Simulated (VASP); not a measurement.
Here is a VASP 6.6.1 calculation.

INCAR

```
SYSTEM = CdSe
PREC = Accurate ; ENCUT = 500
EDIFF = 1E-6 ; ISMEAR = 0
SIGMA = 0.02 ; LREAL = .FALSE.
LASPH = .TRUE. ; NELM = 60
ALGO = Normal ; ISIF = 2
LWAVE = .FALSE. ; LCHARG = .FALSE.
GGA = PE ; NBANDS = 16
```

File KPOINTS:

```
regular mesh
0
G
  5 5 5
  0 0 0
```

File POSCAR:

```
CdSe
1.0
    0.0000000000      2.8739580000      2.8739580000
    2.8739580000      0.0000000000      2.8739580000
    2.8739580000      2.8739580000      0.0000000000
Cd Se
1 1
Direct
    0.0000000000      0.0000000000      0.0000000000
    0.5000000000      0.5000000000      0.5000000000
```

Potentials or basis: VASP PAW PBE potentials, release 64 (Cd_GW, Se_GW).

Run with:

```console
$ cat potpaw_PBE.64/Cd_GW/POTCAR potpaw_PBE.64/Se_GW/POTCAR > POTCAR
$ mpirun -np 1 vasp_std > vasp.out
```

Question: What does it give for the band gap on the k mesh?

Answer: 0.05 eV, indirect (least direct gap 0.67 eV).

Question: Predict the pressure.

Answer: -0.2 GPa.

Caveat: an odd mesh through Γ misses points on the zone boundary, where band edges often lie.
